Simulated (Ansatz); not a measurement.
Results of PBE-D3(BJ) in Ansatz (PAW) for zinc-blende ZnTe.

Settings: plane-wave cutoff 520 eV, 10×10×10 k mesh, Fermi–Dirac smearing 0.01 eV, scalar-relativistic PAW data made under PBE.

Cell (relaxed at this level):

Space group F-43m (No. 216); a = 6.0843 Å, b = 6.0843 Å, c = 6.0843 Å, α = 90.00°, β = 90.00°, γ = 90.00°

| atom | site | symmetry | x | y | z |
|---|---|---|---|---|---|
| Zn | 4a | -43m | 0.0000 | 0.0000 | 0.0000 |
| Te | 4d | -43m | 0.7500 | 0.7500 | 0.7500 |
(The calculation used a cell of 2 atoms; values per cell refer to that cell.)

Estimate the bulk modulus B0, band gap and pressure derivative B′ of the bulk modulus that the calculation returns.


- bulk modulus B0 = 49.2 GPa
- band gap = 1.29 eV
- pressure derivative B′ of the bulk modulus = 4.7

Measured, for comparison: band gap 2.43 eV (zero-point renormalisation of 40 meV (experimental, the table's column) added back here, direct; inputs from Miglio et al. (2020), arXiv:2011.12765); bulk modulus 51 ± 3 GPa (room temperature, not corrected to a static lattice; as tabulated in Determination of phase transition pressures of ZnTe under quasihydrostatic …). Computed (rounded) less measured: bulk modulus -4 % (inside the measured uncertainty).

Spin–orbit coupling is not included; with these elements it can move the gap by several tenths of an eV or more.

Static lattice: no zero-point or thermal effects.

Ansatz is a first-principles code.
